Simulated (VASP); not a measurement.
# ZrO (Cmmm) in VASP: settings compared

Aim: see how the results for ZrO move with the level of theory and the settings. Levels: PBE, LDA. Tasks: relaxation of cell and atoms, relaxation of the atoms.

All numbers are computed with VASP 6.6.1; they aren't measurements. Logs are shortened: lines on timing, memory, paths and dates and some standing lists are left out, and cuts for length are marked.

### 1 The crystal as given

Symmetry: Cmmm, No. 65, orthorhombic system. The conventional cell has a = 3.653 Å, b = 5.838 Å, c = 2.620 Å, α = 90.00°, β = 90.00°, γ = 90.00°. Zr (site symmetry mmm) is surrounded by 2 O at 1.83 Å. O (site symmetry mmm) is surrounded by 2 Zr at 1.83 Å.

The cell was built by a generator and needn't be a form met in nature.

### 2 Relaxation of cell and atoms, PBE

Contents of INCAR:

```
SYSTEM = ZrO
PREC = Accurate ; ENCUT = 600
EDIFF = 1E-6 ; ISMEAR = 0
SIGMA = 0.05 ; LREAL = .False.
LASPH = .True. ; NELM = 60
ALGO = Normal ; ISIF = 3
LWAVE = .False. ; LCHARG = .False.
GGA = PE ; IBRION = 2
NSW = 60 ; EDIFFG = -0.01
```

Contents of KPOINTS:

```
regular mesh
0
Gamma
  9 9 10
  0 0 0
```

Contents of POSCAR:

```
ZrO
1.0
    1.8266398600     -2.9188492700      0.0000000000
    1.8266398600      2.9188492700      0.0000000000
    0.0000000000      0.0000000000      2.6199383700
Zr O
1 1
Direct
    0.0000000000      0.0000000000      0.0000000000
    0.5000000000      0.5000000000      0.0000000000
```

Potentials or basis: VASP PAW PBE potentials, release 64 (Zr_sv, O).

Command:

```
$ cat potpaw_PBE.64/Zr_sv/POTCAR potpaw_PBE.64/O/POTCAR > POTCAR
$ mpirun -np 1 vasp_std > vasp.out
```

OUTCAR:

```text
SYSTEM = ZrO
   PREC = Accurate
   ENCUT = 600
   EDIFF = 1E-6
   ISMEAR = 0
   LREAL = .False.
   LASPH = .True.
   NELM = 60
   ISIF = 3
   GGA = PE
   IBRION = 2
   NSW = 60
   EDIFFG = -0.01

 ion  position               nearest neighbor table
   1  0.000  0.000  0.000-   2 1.83   2 1.83   2 2.92   2 2.92
   2  0.500  0.500  0.000-   1 1.83   1 1.83   1 2.92   1 2.92

  LATTYP: Found a base centered orthorhombic cell.
 ALAT       =     3.6532797200
 B/A-ratio  =     1.5979336343
 C/A-ratio  =     0.7171469394

  Lattice vectors:

 A1 = (   1.8266398600,  -2.9188492700,   0.0000000000)
 A2 = (   1.8266398600,   2.9188492700,   0.0000000000)
 A3 = (   0.0000000000,   0.0000000000,   2.6199383700)

Analysis of symmetry for initial positions (statically):
=====================================================================
 Subroutine PRICEL returns:
 Original cell was already a primitive cell.

 Routine SETGRP: Setting up the symmetry group for a
 base centered orthorhombic supercell.

 Subroutine GETGRP returns: Found  8 space group operations
 (whereof  8 operations were pure point group operations)
 out of a pool of  8 trial point group operations.

The static configuration has the point symmetry D_2h.

Analysis of symmetry for dynamics (positions and initial velocities):
=====================================================================
 Subroutine PRICEL returns:
 Original cell was already a primitive cell.

 Routine SETGRP: Setting up the symmetry group for a
 base centered orthorhombic supercell.

 Subroutine GETGRP returns: Found  8 space group operations
 (whereof  8 operations were pure point group operations)
 out of a pool of  8 trial point group operations.

The dynamic configuration has the point symmetry D_2h.

 Subroutine INISYM returns: Found  8 space group operations
 (whereof  8 operations are pure point group operations),
 and found     1 'primitive' translations

----------------------------------------------------------------------------------------

                                     Primitive cell

  volume of cell :      27.9374

  direct lattice vectors                    reciprocal lattice vectors
     1.826639860 -2.918849270  0.000000000     0.273726645 -0.171300384  0.000000000
     1.826639860  2.918849270  0.000000000     0.273726645  0.171300384  0.000000000
     0.000000000  0.000000000  2.619938370     0.000000000  0.000000000  0.381688368

  length of vectors
     3.443297001  3.443297001  2.619938370     0.322908807  0.322908807  0.381688368

  position of ions in fractional coordinates (direct lattice)
     0.000000000  0.000000000  0.000000000
     0.500000000  0.500000000  0.000000000

  ion indices of the primitive-cell ions
   primitive index   ion index
                 1           1
                 2           2

----------------------------------------------------------------------------------------

 KPOINTS: regular mesh

Automatic generation of k-mesh.
 Grid dimensions read from file:
 generate k-points for:    9    9   10

 Generating k-lattice:

  Cartesian coordinates                     Fractional coordinates (reciprocal lattice)
     0.030414072 -0.019033376  0.000000000     0.111111111  0.000000000  0.000000000
     0.030414072  0.019033376  0.000000000     0.000000000  0.111111111  0.000000000
     0.000000000  0.000000000  0.038168837     0.000000000  0.000000000  0.100000000

  Length of vectors
     0.035878756  0.035878756  0.038168837

  Shift w.r.t. Gamma in fractional coordinates (k-lattice)
     0.000000000  0.000000000  0.000000000

 Subroutine IBZKPT returns following result:
 ===========================================

 Found    150 irreducible k-points:

 Following reciprocal coordinates:
            Coordinates               Weight
  0.000000  0.000000  0.000000      1.000000
  0.111111 -0.000000  0.000000      4.000000
  0.222222 -0.000000  0.000000      4.000000
  0.333333 -0.000000  0.000000      4.000000
  0.444444 -0.000000  0.000000      4.000000
  0.111111  0.111111  0.000000      2.000000
[... 16 lines left out ...]
 -0.333333  0.333333  0.000000      2.000000
  0.444444  0.444444  0.000000      2.000000
 [... further k-points ...]
   k-points           NKPTS =    150   k-points in BZ     NKDIM =    150   number of bands    NBANDS=     13
   number of dos      NEDOS =    301   number of ions     NIONS =      2
   total plane-waves  NPLWV =  18816
   dimension x,y,z NGX =    28 NGY =   28 NGZ =   24
   dimension x,y,z NGXF=    56 NGYF=   56 NGZF=   48
   ions per type =               1   1
   NGX,Y,Z   is equivalent  to a cutoff of  13.52, 13.52, 15.23 a.u.
   NGXF,Y,Z  is equivalent  to a cutoff of  27.04, 27.04, 30.46 a.u.
 SYSTEM =  ZrO
   PREC   = accura    normal or accurate (medium, high low for compatibility)
   ISTART =      0    job   : 0-new  1-cont  2-samecut
   ICHARG =      2    charge: 1-file 2-atom 10-const
   ISPIN  =      1    spin polarized calculation?
   LNONCOLLINEAR =      F non collinear calculations
   LSORBIT =      F    spin-orbit coupling
   LASPH  =      T    aspherical Exc in radial PAW
   ENCUT  =  600.0 eV  44.10 Ry    6.64 a.u.   6.88  6.88  5.23*2*pi/ulx,y,z
   NELM   =     60;   NELMIN=  2; NELMDL= -5     # of ELM steps
   EDIFF  = 0.1E-05   stopping-criterion for ELM
   LREAL  =      F    real-space projection
   EDIFFG = -.1E-01   stopping-criterion for IOM
   NSW    =     60    number of steps for IOM
   IBRION =      2    ionic relax: 0-MD 1-quasi-New 2-CG
   NFREE  =      1    steps in history (QN), initial steepest desc. (CG)
   ISIF   =      3    stress and relaxation
   ISYM   =      2    0-nonsym 1-usesym 2-fastsym
   POTIM  = 0.5000    time-step for ionic-motion
   TEBEG  =    0.0;   TEEND  =   0.0 temperature during run
   PSTRESS=    0.0 pullay stress
   NELECT =      18.0000    total number of electrons
   NUPDOWN=      -1.0000    fix difference up-down
   EMIN   =  10.00;   EMAX   =-10.00  energy-range for DOS
   EFERMI =   0.00;   METHOD = LEGACY
   ISMEAR =     0;   SIGMA  =   0.05  broadening in eV -4-tet -1-fermi 0-gaus
   EFERMI_NEDOS =   21; number of points for ismear=-14 and -15
   IALGO  =     38    algorithm
   IMIX   =      4    mixing-type and parameters
     AMIX     =   0.40;   BMIX     =  1.00
     AMIX_MAG =   1.60;   BMIX_MAG =  1.00
  volume/ion in A,a.u.               =      13.97        94.27
  Fermi-wavevector in a.u.,A,eV,Ry     =   1.413960  2.671997 27.201893  1.999283
  Thomas-Fermi vector in A             =   2.535552
   LORBIT       =      0    0 simple, 1 ext, 2 COOP (PROOUT), +10 PAW based schemes
   GGA     = PE    functional components
   LHFCALC =     F    Hartree Fock is set to
   AEXX    =    0.0000 exact exchange contribution
   IVDW    =     0    specifies the selected vdW correction
   LEPSILON=     F    determine dielectric tensor
   LRPA    =     F    only Hartree local field effects (RPA)
 conjugate gradient relaxation of ions
 non-spin polarized calculation
 Gauss-broadening in eV      SIGMA  =   0.05
  energy-cutoff  :      600.00
  volume of cell :       27.94
 maximum number of plane-waves:       950
   NGX = 13   NGY = 13   NGZ = 11

--------------------------------------- Ionic step        1  -------------------------------------------

 number of electron      18.0000002 magnetization

 Free energy of the ion-electron system (eV)
  ---------------------------------------------------
  ext. energy  EPLUGINS =         0.00000000
  ---------------------------------------------------
  free energy    TOTEN  =       -14.79474137 eV

  energy without entropy =      -14.79289356  energy(sigma->0) =      -14.79381746

------------------------ aborting loop because EDIFF is reached ----------------------------------------

  FORCE on cell =-STRESS in cart. coord.  units (eV):
  Direction    XX          YY          ZZ          XY          YZ          ZX
  --------------------------------------------------------------------------------------
  -------------------------------------------------------------------------------------
  Total       25.7186347     -0.1155866      7.1057534      0.0000000      0.0000000      0.0000000
  in kB     1474.9348017     -6.6287634    407.5069711      0.0000000      0.0000000      0.0000000
  external PRESSURE =     625.2710031 kB  Pullay stress =       0.0000000 kB
[... 21 lines left out ...]
  energy  without entropy=      -14.7928935561  energy(sigma->0) =      -14.79381746

--------------------------------------- Ionic step        2  -------------------------------------------

 number of electron      17.9999990 magnetization

 E-fermi :   2.9075     XC(G=0):  -8.6391

 val. band max:        2.9070226897   @ k =   0.3333   0.2222   0.4000
 cond. band min:       2.9112291974   @ k =   0.0000   0.0000   0.4000
 fundamental gap:      0.0042065077
 Fermi energy:         2.9075259308

 k-point     1 :       0.0000    0.0000    0.0000
  band No.  band energies     occupation
      1     -47.5122      2.00000
      2     -25.5383      2.00000
      3     -25.5291      2.00000
      4     -24.8212      2.00000
      5     -13.4485      2.00000
      6       0.3287      2.00000
      7       0.8022      2.00000
      8       1.0937      2.00000
      9       2.3042      2.00000
     10       2.5061      2.00000
     11       2.7269      2.00000
     12       4.0174      0.00000
     13       5.5763      0.00000
[... 433 lines left out ...]
  FREE ENERGIE OF THE ION-ELECTRON SYSTEM (eV)
  ---------------------------------------------------
  free  energy   TOTEN  =       -16.0495095367 eV

  energy  without entropy=      -16.0477229726  energy(sigma->0) =      -16.04861625

[... ionic steps 4 to 22 ...]

--------------------------------------- Ionic step       23  -------------------------------------------

 number of electron      18.0000001 magnetization

------------------------ aborting loop because EDIFF is reached ----------------------------------------

  FORCE on cell =-STRESS in cart. coord.  units (eV):
  Direction    XX          YY          ZZ          XY          YZ          ZX
  --------------------------------------------------------------------------------------
  -------------------------------------------------------------------------------------
  Total       -0.0437825     -0.0234057     -0.0043046      0.0000000      0.0000000      0.0000000
  in kB       -2.3200762     -1.2402895     -0.2281056      0.0000000      0.0000000      0.0000000
  external PRESSURE =      -1.2628238 kB  Pullay stress =       0.0000000 kB
[... 57 lines left out ...]
  energy  without entropy=      -17.9352982168  energy(sigma->0) =      -17.93597516

--------------------------------------- Ionic step       25  -------------------------------------------

 number of electron      18.0000001 magnetization

 Free energy of the ion-electron system (eV)
  ---------------------------------------------------
  ext. energy  EPLUGINS =         0.00000000
  ---------------------------------------------------
  free energy    TOTEN  =       -17.93666515 eV

  energy without entropy =      -17.93530408  energy(sigma->0) =      -17.93598461

 E-fermi :   8.7463     XC(G=0): -11.0853

 val. band max:        8.7326746357   @ k =   0.2222   0.1111   0.3000
 cond. band min:       8.8020149697   @ k =   0.3333   0.2222   0.3000
 fundamental gap:      0.0693403339
 Fermi energy:         8.7462763824

 k-point     1 :       0.0000    0.0000    0.0000
  band No.  band energies     occupation
      1     -40.8371      2.00000
      2     -18.6200      2.00000
      3     -18.6172      2.00000
      4     -18.5378      2.00000
      5     -11.7206      2.00000
      6       3.9253      2.00000
      7       3.9468      2.00000
      8       4.4258      2.00000
      9       5.3721      2.00000
     10       6.2681      2.00000
     11      11.5756      0.00000
     12      11.8033      0.00000
     13      12.2700      0.00000
[... 397 lines left out ...]
  FREE ENERGIE OF THE ION-ELECTRON SYSTEM (eV)
  ---------------------------------------------------
  free  energy   TOTEN  =       -17.9366651453 eV

  energy  without entropy=      -17.9353040802  energy(sigma->0) =      -17.93598461

 reached required accuracy - stopping structural energy minimisation
```

It took 12 min on 1 thread of Intel Xeon Platinum 8375C at 2.90GHz (Ice Lake), shared host; peak memory 0.22 GiB.

Results:

* Free energy: -17.9367 eV
* Relaxed volume: 15.11 Å³/atom
* Relaxed cell: a = 3.083 Å, b = 3.083 Å, c = 3.180 Å, α = 90.00°, β = 90.00°, γ = 90.15°
* Space group after relaxing (to 0.05 Å): P4/mmm (No. 123)
* Energy gained by relaxing: 1571.0 meV/atom
* Ionic steps: 25
* Pressure after relaxing: 0.0 GPa
* Band gap on the k mesh: none (metal or under the smearing width)

Step by step:
| step | energy change (eV) | largest force (eV/Å) | pressure (GPa) | volume (Å³) |
| --- | --- | --- | --- | --- |
| 1 | 0.0000 | 0.0000 | 62.53 | 27.94 |
| 2 | 2.8064 | 0.0000 | -31.95 | 52.88 |
| 3 | -1.2548 | 0.0000 | -12.73 | 35.59 |
| 4 | -1.4409 | 0.0000 | -5.66 | 33.97 |
| 5 | -1.4866 | 0.0000 | 2.81 | 32.56 |
| 6 | -1.4887 | 0.0000 | 1.35 | 32.77 |
| 7 | -2.1761 | 0.0000 | -6.44 | 34.57 |
| 8 | -2.5635 | 0.0000 | -9.45 | 36.04 |
| 9 | -2.8132 | 0.0000 | 5.00 | 32.87 |
| 10 | -2.8962 | 0.0000 | -2.96 | 33.83 |
| 11 | -3.0719 | 0.0000 | -5.45 | 32.56 |
| 12 | -3.0857 | 0.0000 | -5.64 | 32.15 |
| 13 | -3.1310 | 0.0000 | 3.89 | 29.70 |
| 14 | -3.1335 | 0.0000 | 1.97 | 30.13 |
| 15 | -3.1379 | 0.0000 | -0.56 | 30.09 |
| 16 | -3.1417 | 0.0000 | 0.38 | 30.11 |
| 17 | -3.1417 | 0.0000 | 0.34 | 30.11 |
| 18 | -3.1419 | 0.0000 | -0.02 | 30.21 |
| 19 | -3.1419 | 0.0000 | -0.06 | 30.23 |
| 20 | -3.1419 | 0.0000 | -0.25 | 30.28 |
| 21 | -3.1419 | 0.0000 | -0.13 | 30.24 |
| 22 | -3.1419 | 0.0000 | -0.14 | 30.24 |
| 23 | -3.1419 | 0.0000 | -0.13 | 30.23 |
| 24 | -3.1419 | 0.0000 | 0.09 | 30.22 |
| 25 | -3.1419 | 0.0000 | -0.01 | 30.23 |

Final structure:
```
Zr O
1.0
     2.17738   -2.18304    0.00000
     2.17738    2.18304    0.00000
     0.00000    0.00000    3.17968
Zr O
1 1
Cartesian
  0.0000 0.0000 0.0000
  2.1774 0.0000 0.0000
```

Levels at points of the mesh, in eV from the Fermi level:
| k point | band 7 | band 8 | band 9 | band 10 | band 11 | band 12 |
| --- | --- | --- | --- | --- | --- | --- |
| (0.00, 0.00, 0.00) | -4.80 | -4.32 | -3.37 | -2.48 | 2.83 | 3.06 |
| (0.00, 0.00, 0.50) | -4.70 | -4.68 | -1.94 | 1.49 | 1.50 | 3.15 |

### 3 Relaxation of the atoms, LDA

Contents of INCAR:

```
SYSTEM = ZrO
ALGO = Normal ; EDIFF = 1E-6
EDIFFG = -0.01 ; ENCUT = 520
GGA = CA ; IBRION = 2
ISIF = 2 ; ISMEAR = 0
LASPH = .True. ; LCHARG = .False.
LREAL = .False. ; LWAVE = .False.
NELM = 100 ; NSW = 40
PREC = Accurate ; SIGMA = 0.05
```

Contents of KPOINTS:

```
k-points
0
Gamma
  9 9 10
  0 0 0
```

POSCAR is that of step 2.

Potentials or basis: VASP PAW LDA potentials, release 64 (Zr_sv, O).

Command:

```
$ cat potpaw_LDA.64/Zr_sv/POTCAR potpaw_LDA.64/O/POTCAR > POTCAR
$ mpirun -np 1 vasp_std > vasp.out
```

Run time: 40 s. Hardware: 1 thread of Intel Xeon Platinum 8375C at 2.90GHz (Ice Lake), shared host; peak memory 0.17 GiB.

Results (log left out):

| Property | Result |
| --- | --- |
| Free energy | -16.7655 eV |
| Pressure after relaxing | 52.5 GPa |
| Band gap on the k mesh | none (metal or under the smearing width) |

Stress tensor (GPa, compression positive):
```
133.02   0.00   0.00
  0.00  -7.33   0.00
  0.00   0.00  31.80
```

Final structure:
```
CELL_PARAMETERS angstrom
1.82664 -2.91885 0.00000
1.82664 2.91885 0.00000
0.00000 0.00000 2.61994
ATOMIC_POSITIONS crystal
Zr 0.00000 0.00000 0.00000
O 0.50000 0.50000 0.00000
```

Levels at points of the mesh, in eV from the Fermi level:
```
           k point  band 5  band 6  band 7  band 8  band 9  band 10  band 11  band 12  band 13
(0.00, 0.00, 0.00)  -20.16   -4.97   -3.72   -2.80   -2.10    -1.60    -0.83     5.13     5.70
(0.00, 0.00, 0.50)  -19.45   -6.30   -4.35   -1.86   -0.47     0.18     0.19     0.82     4.70
```

Caveat: the relaxation stopped at its first step, so nothing moved; a pressure of tens of GPa on the cell as given is suspect, and the run, the potentials or the cell itself is likely at fault.

### 4 For comparison

An earlier run on the cell as given: functional PBE; potentials or basis VASP PAW PBE potentials, release 64 (Zr_sv, O); cutoff 520 eV; k mesh 9 × 9 × 10; occupations fermi-dirac, width 0.05 eV; no spin polarisation.

- Pressure: 62.8 GPa
- Band gap on the k mesh: none (metal or under the smearing width)

### 5 The runs side by side

| task | level | potentials or basis | cell | cutoff (eV) | smearing | gap on the mesh (eV) | pressure (GPa) |
| --- | --- | --- | --- | --- | --- | --- | --- |
| relaxation of cell and atoms | PBE | VASP PAW PBE potentials, release 64 (Zr_sv, O) | relaxed | 600 | gaussian 0.05 eV | none | 0.0 |
| relaxation of the atoms | LDA | VASP PAW LDA potentials, release 64 (Zr_sv, O) | atoms relaxed | 520 | gaussian 0.05 eV | none | 52.5 |
| single point | PBE | VASP PAW PBE potentials, release 64 (Zr_sv, O) | as given | 520 | fermi-dirac 0.05 eV | none | 62.8 |

Alike in all rows: no spin polarisation; k mesh 9 × 9 × 10.

Caveats: a pressure of tens of GPa on the cell as given is suspect, and the run, the potentials or the cell itself is likely at fault (some runs); the relaxation stopped at its first step, so nothing moved (some runs).

Total energies depend on the potentials used, so only differences within one code and one set of settings carry meaning.
